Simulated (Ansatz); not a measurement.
BN in the zincblende structure, 2 atoms and 8 valence electrons in a cell of about 12 Å³, was run 8 times in Ansatz, each time on 2 threads of Arm Neoverse V1 (shared host). The times are single readings and vary with the host's load.

```
                              run    k mesh  irreducible k  cutoff (eV)  plane waves  bands  SCF iterations  wall time  peak host memory (GiB)
                  relaxation, PBE  12×12×12             72          420          259      8              45          ?                       ?
               relaxation, r2SCAN  10×10×10             47          500          307      8              18          ?                       ?
                       bands, PBE  12×12×12             72          420          259      8               6     0.87 s                    0.23
             single point, r2SCAN  12×12×12             72          500          307      8               6          ?                       ?
              single point, HSE06     8×8×8             29          420          259      8              11          ?                       ?
           field response, r2SCAN  10×10×10            171          500          307      8               7      5.8 s                    0.36
G0W0, PBE, 35 empty bands, 120 eV     6×6×6             16          420          259      8               6      3.2 s                    0.21
               single point, PBE0     8×8×8             29          420          259      8              10       17 s                    0.59
```

Question: Estimate the missing times and memories.

Answer:

| run | wall time | peak host memory (GiB) |
| --- | --- | --- |
| relaxation, r2SCAN | 2.6 s | 0.25 |
| single point, r2SCAN | 1.4 s | 0.26 |
| relaxation, PBE | 4.2 s | 0.22 |
| single point, HSE06 | 17 s | 0.59 |
